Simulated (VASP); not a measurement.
# Si (Fd-3m) in VASP: a series of runs, part 2 of 2

VASP 6.6.1.

**3. Single point, PBE (grid = ENCUT=600 dk=0.35 cell=3x3x2 ISMEAR=0 SIGMA=0.05 LREAL=Auto EDIFF=1e-06)**

INCAR

```
PREC     = Accurate       # precision mode
ENCUT    = 600            # plane-wave cutoff, eV
EDIFF    = 1E-6           # SCF threshold, eV
ISMEAR   = 0              # smearing method
SIGMA    = 0.05           # smearing width, eV
LREAL    = Auto         
LASPH    = T              # aspherical terms in the spheres
NELM     = 120            # most SCF steps
ALGO     = Fast           # electronic algorithm
ISIF     = 2              # what is computed and relaxed
LWAVE    = F              # write WAVECAR
LCHARG   = F              # write CHGCAR
GGA      = PE             # functional
NBANDS   = 84             # bands
NCORE    = 1            
KPAR     = 2
```

KPOINTS

```
regular mesh
0
Gamma
  2 2 3
```

POSCAR

```
Si
1.0
    0.0000000000      8.1655535595      8.1655535595
    8.1655535595      0.0000000000      8.1655535595
    5.4437023730      5.4437023730      0.0000000000
Si
36
Direct
    0.1666666667      0.1666666667      0.2500000000
    0.1666666667      0.1666666667      0.7500000000
    0.1666666667      0.5000000000      0.2500000000
    0.1666666667      0.5000000000      0.7500000000
    0.1666666667      0.8333333333      0.2500000000
    0.1666666667      0.8333333333      0.7500000000
    0.5000000000      0.1666666667      0.2500000000
    0.5000000000      0.1666666667      0.7500000000
    0.5000000000      0.5000000000      0.2500000000
    0.5000000000      0.5000000000      0.7500000000
    0.5000000000      0.8333333333      0.2500000000
    0.5000000000      0.8333333333      0.7500000000
    0.8333333333      0.1666666667      0.2500000000
    0.8333333333      0.1666666667      0.7500000000
    0.8333333333      0.5000000000      0.2500000000
    0.8333333333      0.5000000000      0.7500000000
    0.8333333333      0.8333333333      0.2500000000
    0.8333333333      0.8333333333      0.7500000000
    0.2500000000      0.2500000000      0.3750000000
    0.2500000000      0.2500000000      0.8750000000
    0.2500000000      0.5833333333      0.3750000000
    0.2500000000      0.5833333333      0.8750000000
    0.2500000000      0.9166666667      0.3750000000
    0.2500000000      0.9166666667      0.8750000000
    0.5833333333      0.2500000000      0.3750000000
    0.5833333333      0.2500000000      0.8750000000
    0.5833333333      0.5833333333      0.3750000000
    0.5833333333      0.5833333333      0.8750000000
    0.5833333333      0.9166666667      0.3750000000
    0.5833333333      0.9166666667      0.8750000000
    0.9166666667      0.2500000000      0.3750000000
    0.9166666667      0.2500000000      0.8750000000
    0.9166666667      0.5833333333      0.3750000000
    0.9166666667      0.5833333333      0.8750000000
    0.9166666667      0.9166666667      0.3750000000
    0.9166666667      0.9166666667      0.8750000000
```

Potentials or basis: VASP PAW PBE potentials, release 64 (Si).

Started as:

```bash
$ cat potpaw_PBE.64/Si/POTCAR > POTCAR
$ mpirun -np 4 vasp_std > vasp.out
```

OUTCAR:

```text
PREC = Accurate
   ENCUT = 600
   EDIFF = 1E-6
   ISMEAR = 0
   LREAL = Auto
   LASPH = T
   NELM = 120
   ISIF = 2
   GGA = PE

 Found      6 irreducible k-points:

 Following reciprocal coordinates:
            Coordinates               Weight
  0.000000  0.000000  0.000000      1.000000
  0.500000  0.000000  0.000000      2.000000
  0.500000  0.500000  0.000000      1.000000
  0.000000  0.000000  0.333333      2.000000
  0.500000  0.000000  0.333333      4.000000
  0.500000  0.500000  0.333333      2.000000
   k-points           NKPTS =      6   k-points in BZ     NKDIM =      6   number of bands    NBANDS=     84
   number of dos      NEDOS =    301   number of ions     NIONS =     36
   total plane-waves  NPLWV = 589824
   dimension x,y,z NGX =    96 NGY =   96 NGZ =   64
   dimension x,y,z NGXF=   192 NGYF=  192 NGZF=  128
   ions per type =              36
   NGX,Y,Z   is equivalent  to a cutoff of  13.82, 13.82, 13.82 a.u.
   NGXF,Y,Z  is equivalent  to a cutoff of  27.64, 27.64, 27.64 a.u.
 SYSTEM =  unknown system
   PREC   = accura    normal or accurate (medium, high low for compatibility)
   ISTART =      0    job   : 0-new  1-cont  2-samecut
   ICHARG =      2    charge: 1-file 2-atom 10-const
   ISPIN  =      1    spin polarized calculation?
   LNONCOLLINEAR =      F non collinear calculations
   LSORBIT =      F    spin-orbit coupling
   LASPH  =      T    aspherical Exc in radial PAW
   ENCUT  =  600.0 eV  44.10 Ry    6.64 a.u.  23.06 23.06 15.38*2*pi/ulx,y,z
   NELM   =    120;   NELMIN=  2; NELMDL= -5     # of ELM steps
   EDIFF  = 0.1E-05   stopping-criterion for ELM
   LREAL  =      T    real-space projection
   EDIFFG = 0.1E-04   stopping-criterion for IOM
   NSW    =      0    number of steps for IOM
   IBRION =     -1    ionic relax: 0-MD 1-quasi-New 2-CG
   NFREE  =      0    steps in history (QN), initial steepest desc. (CG)
   ISIF   =      2    stress and relaxation
   ISYM   =      2    0-nonsym 1-usesym 2-fastsym
   POTIM  = 0.5000    time-step for ionic-motion
   TEBEG  =    0.0;   TEEND  =   0.0 temperature during run
   PSTRESS=    0.0 pullay stress
   NELECT =     144.0000    total number of electrons
   NUPDOWN=      -1.0000    fix difference up-down
   EMIN   =  10.00;   EMAX   =-10.00  energy-range for DOS
   EFERMI =   0.00;   METHOD = LEGACY
   ISMEAR =     0;   SIGMA  =   0.05  broadening in eV -4-tet -1-fermi 0-gaus
   EFERMI_NEDOS =   21; number of points for ismear=-14 and -15
   IALGO  =     68    algorithm
   IMIX   =      4    mixing-type and parameters
     AMIX     =   0.40;   BMIX     =  1.00
     AMIX_MAG =   1.60;   BMIX_MAG =  1.00
  volume/ion in A,a.u.               =      20.16       136.08
  Fermi-wavevector in a.u.,A,eV,Ry     =   0.954766  1.804247 12.402783  0.911579
  Thomas-Fermi vector in A             =   2.083543
   LORBIT       =      0    0 simple, 1 ext, 2 COOP (PROOUT), +10 PAW based schemes
   GGA     = PE    functional components
   LHFCALC =     F    Hartree Fock is set to
   AEXX    =    0.0000 exact exchange contribution
   IVDW    =     0    specifies the selected vdW correction
   LEPSILON=     F    determine dielectric tensor
   LRPA    =     F    only Hartree local field effects (RPA)
 non-spin polarized calculation
 RMM-DIIS sequential band-by-band and
 Gauss-broadening in eV      SIGMA  =   0.05
  energy-cutoff  :      600.00
  volume of cell :      725.93
 maximum number of plane-waves:     24236
 NGX is ok and might be reduce to    96
   NGX = 47   NGY = 47   NGZ = 31

 number of electron     143.9999992 magnetization

 Free energy of the ion-electron system (eV)
  ---------------------------------------------------
  ext. energy  EPLUGINS =         0.00000000
  ---------------------------------------------------
  free energy    TOTEN  =      -194.84340572 eV

  energy without entropy =     -194.84340572  energy(sigma->0) =     -194.84340572

 E-fermi :   5.9835     XC(G=0):  -9.3760

 val. band max:        5.7617265857   @ k =   0.0000   0.0000   0.0000
 cond. band min:       6.4834295963   @ k =   0.5000   0.5000   0.0000
 fundamental gap:      0.7217030106
 Fermi energy:         5.9834860295

 k-point     1 :       0.0000    0.0000    0.0000
  band No.  band energies     occupation
      1      -6.1483      2.00000
      2      -4.7805      2.00000
      3      -4.7805      2.00000
      4      -4.7805      2.00000
      5      -4.7805      2.00000
      6      -4.2555      2.00000
[... 511 lines left out ...]
     83       8.5487      0.00000
     84       8.5945      0.00000

------------------------ aborting loop because EDIFF is reached ----------------------------------------

  FORCE on cell =-STRESS in cart. coord.  units (eV):
  Direction    XX          YY          ZZ          XY          YZ          ZX
  --------------------------------------------------------------------------------------
  -------------------------------------------------------------------------------------
  Total        5.7403773      5.7403773      5.7404918     -0.0000243      0.0000132      0.0000131
  in kB       12.6693809     12.6693809     12.6696336     -0.0000536      0.0000290      0.0000290
  external PRESSURE =      12.6694651 kB  Pullay stress =       0.0000000 kB

 VOLUME and BASIS-vectors are now :
 -----------------------------------------------------------------------------
  energy-cutoff  :      600.00
  volume of cell :      725.93
      direct lattice vectors                 reciprocal lattice vectors
     0.000000000  8.165553559  8.165553559    -0.061232836  0.061232836  0.061232836
     8.165553559  0.000000000  8.165553559     0.061232836 -0.061232836  0.061232836
     5.443702373  5.443702373  0.000000000     0.091849254  0.091849254 -0.091849254

 POSITION                                       TOTAL-FORCE (eV/Angst)
 -----------------------------------------------------------------------------------
      2.72185      2.72185      2.72185         0.000002      0.000002     -0.000000
      5.44370      5.44370      2.72185         0.000002      0.000002     -0.000000
      5.44370      2.72185      5.44370         0.000002      0.000002     -0.000000
      8.16555      5.44370      5.44370         0.000002      0.000002     -0.000000
      8.16555      2.72185      8.16555         0.000002      0.000002     -0.000000
     10.88740      5.44370      8.16555         0.000002      0.000002     -0.000000
[... 28 lines left out ...]
      9.52648      9.52648     14.97018        -0.000002     -0.000002      0.000000
     12.24833     12.24833     14.97018        -0.000002     -0.000002      0.000000
 -----------------------------------------------------------------------------------
    total drift:                                0.000000      0.000000      0.000001

  FREE ENERGIE OF THE ION-ELECTRON SYSTEM (eV)
  ---------------------------------------------------
  free  energy   TOTEN  =      -194.8434057179 eV

  energy  without entropy=     -194.8434057178  energy(sigma->0) =     -194.84340572
```

stdout:

```text
POSCAR found type information on POSCAR Si
 POSCAR found :  1 types and      36 ions
 scaLAPACK will be used
 LDA part: xc-table for (Slater+PW92), standard interpolation
 -----------------------------------------------------------------------------
|                                                                             |
|           W    W    AA    RRRRR   N    N  II  N    N   GGGG   !!!           |
|           W    W   A  A   R    R  NN   N  II  NN   N  G    G  !!!           |
|           W    W  A    A  R    R  N N  N  II  N N  N  G       !!!           |
|           W WW W  AAAAAA  RRRRR   N  N N  II  N  N N  G  GGG   !            |
|           WW  WW  A    A  R   R   N   NN  II  N   NN  G    G                |
|           W    W  A    A  R    R  N    N  II  N    N   GGGG   !!!           |
|                                                                             |
|     Your reciprocal lattice and k-lattice belong to different lattice       |
|     classes:                                                                |
|                                                                             |
|        The reciprocal lattice is base-centered monoclinic,                  |
|        whereas your k-lattice is body-centered cubic.                       |
|                                                                             |
|     Results are often still useful ...                                      |
|                                                                             |
 -----------------------------------------------------------------------------

 POSCAR, INCAR and KPOINTS ok, starting setup
 FFT: planning ... GRIDC
 FFT: planning ... GRID_SOFT
 FFT: planning ... GRID
 WAVECAR not read
 entering main loop
```

Wall time 4.7 min (4 MPI ranks of Intel Xeon Platinum 8559C (Emerald Rapids), shared host); peak memory 0.72 GiB.

The run converged, but some of its settings lie outside the range that counts as converged, so its numbers aren't taken as properties of the crystal.

Results:

```yaml
Free_energy: -194.8434 eV
Pressure: 1.3 GPa
Band_gap_on_the_k_mesh: 0.72 eV
```

Caveat: an odd mesh through Γ misses points on the zone boundary, where band edges often lie.

**4. Single point, PBE (grid = ENCUT=350 dk=1.6 cell=3x3x2 ISMEAR=0 SIGMA=0.05 LREAL=Auto EDIFF=1e-06)**

Edit INCAR of step 3 so:

```diff
@@ -1,3 +1,3 @@
 PREC     = Accurate       # precision mode
-ENCUT    = 600            # plane-wave cutoff, eV
+ENCUT    = 350            # plane-wave cutoff, eV
 EDIFF    = 1E-6           # SCF threshold, eV
@@ -14,3 +14,3 @@
 NBANDS   = 84             # bands
-NCORE    = 1            
-KPAR     = 2
+NCORE    = 2            
+KPAR     = 1
```

KPOINTS

```
regular mesh
0
Gamma
  1 1 1
```

POSCAR is that of step 3.

Started as:

```bash
$ cat potpaw_PBE.64/Si/POTCAR > POTCAR
$ mpirun -np 4 vasp_std > vasp.out
```

Run time: 17 s. Hardware: 4 MPI ranks of Intel Xeon Platinum 8559C (Emerald Rapids), shared host; peak memory 0.24 GiB.

These settings aren't checked as converged: the numbers below hold their error.

What came out:

* Free energy: -182.0068 eV
* Pressure: 3.0 GPa
* Band gap on the k mesh: 0.68 eV

Caveat: the k mesh is coarse (spacing up to 1.00 Å⁻¹), so the values aren't converged; the result breaks the symmetry of the cell; an odd mesh through Γ misses points on the zone boundary, where band edges often lie; the real-space grid breaks the cell's symmetry a little.
